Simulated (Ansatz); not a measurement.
**GaSb**

Level of theory: DFT, r²SCAN, scalar-relativistic, no spin polarisation; plane waves to 500 eV with PAW datasets (Ansatz 0.2.0), Γ-centred 10×10×10 mesh, 0.05 eV Gaussian smearing; PAW files: Ansatz's generated set soft_2.

```cif
data_structure
_symmetry_space_group_name_H-M 'P 1'
_symmetry_Int_Tables_number 1
_cell_length_a 4.3355
_cell_length_b 4.3355
_cell_length_c 4.3355
_cell_angle_alpha 60.000
_cell_angle_beta 60.000
_cell_angle_gamma 60.000
_cell_volume 57.63
loop_
_atom_site_label
_atom_site_type_symbol
_atom_site_fract_x
_atom_site_fract_y
_atom_site_fract_z
_atom_site_occupancy
Ga1 Ga 0.00000 0.00000 0.00000 1
Sb1 Sb 0.75000 0.75000 0.75000 1
```

The chain of runs began from a cell as deposited in COD, expanded in volume. Of that entry: the entry's cell lengths or inner coordinates differ somewhat from later room-temperature determinations.

Task: Which orbitals make up the states within about 0.6 eV of each band edge?

Result: Valence edge: Sb 5p 73 %, Ga 4p 26 %. Conduction edge: Ga 4s 35 %, Sb 5s 24 %, Ga 4p 22 %. Shares are among the projected shells; the gap is 0.42 eV.

Density of states (tetrahedra, averaged over 0.5 eV; states/eV per cell of 2 atoms; energy in eV from the Fermi level; projections on Löwdin-orthogonalised atomic orbitals, summed over sites):

```
    E  total  Sb 5p  Ga 4p  Ga 4s  Sb 5s
-7.10   0.60   0.23   0.01   0.33   0.02
-6.60   1.42   0.54   0.15   0.61   0.10
-6.10   0.64   0.24   0.08   0.24   0.08
-5.60   0.41   0.15   0.05   0.14   0.06
-5.10   0.28   0.11   0.04   0.09   0.05
-4.60   0.21   0.08   0.03   0.06   0.04
-4.10   0.31   0.15   0.09   0.04   0.03
-3.60   1.34   0.74   0.51   0.05   0.03
-3.10   1.35   0.75   0.50   0.05   0.03
-2.60   1.68   0.98   0.62   0.04   0.03
-2.10   1.50   0.91   0.52   0.03   0.02
-1.60   1.33   0.85   0.44   0.02   0.01
-1.10   0.65   0.43   0.19   0.01   0.01
-0.60   0.26   0.19   0.07   0.00   0.00
-0.10   0.01   0.01   0.00   0.00   0.00
 0.40   0.01   0.00   0.00   0.00   0.00
 0.90   0.26   0.07   0.05   0.08   0.04
 1.40   1.05   0.35   0.25   0.26   0.12
 1.90   1.86   0.64   0.48   0.41   0.19
 2.40   0.93   0.31   0.25   0.17   0.09
 2.90   1.02   0.21   0.48   0.10   0.12
 3.40   1.38   0.32   0.74   0.07   0.10
 3.90   1.59   0.40   0.82   0.05   0.07
 4.40   1.26   0.35   0.59   0.05   0.04
 4.90   1.65   0.44   0.67   0.05   0.05
 5.40   1.21   0.31   0.49   0.04   0.05
 5.90   0.94   0.22   0.37   0.02   0.04
```

Formal charges Ga³⁺, Sb³⁻ balance and leave closed shells on every ion, so a band insulator is expected, and the gap is 0.42 eV.

The conduction edge mixes several shells, so no single label fits the gap.

These numbers lack spin–orbit coupling.
